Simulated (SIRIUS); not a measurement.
# WC under changes of volume

One of the cells (10.753 Å³/atom); the others are scaled copies at fixed shape and fractional positions:

```
W C
1.0
     0.00000    2.20721    2.20721
     2.20721    0.00000    2.20721
     2.20721    2.20721    0.00000
W C
1 1
Direct
  0.00000 0.00000 0.00000
  0.50000 0.50000 0.50000
```

Measurements of this composition are mostly on another form, of space group No. 187.

| Item | Value |
| --- | --- |
| Program | SIRIUS 7.12.0 |
| Functional | PBEsol |
| Potentials or basis | PseudoDojo 0.4.1 PBEsol standard (scalar relativistic) |
| Cutoff | 1127 eV |
| Density cutoff | 4507 eV |
| k mesh | 10 × 10 × 10 |
| Occupations | fermi-dirac, width 0.05 eV |
| Spin | no spin polarisation |

```csv
volume (Å³/atom),energy over the lowest point (meV/atom),pressure (GPa)
9.910,15.50,14.7
10.120,2.07,5.6
10.331,0.00,-2.5
10.753,25.37,-16.4
10.964,?,?
11.175,83.62,-27.6
```

Question: What does the run at 10.964 Å³/atom give?

Answer: Energy over the lowest point 50.82 meV/atom; pressure -22.3 GPa.

Worked out: A Birch-Murnaghan fit of order 3 (a polynomial in V^(-2/3)) to the other rows has its minimum at 10.27 Å³/atom with B0 = V·E''(V) = 390 GPa and B' = 4.4. It gives 50.83 meV/atom at 10.964 Å³/atom, against the run's 50.82, and -dE/dV = -22.2 GPa, against -22.3.

Energies are extrapolated to zero smearing.
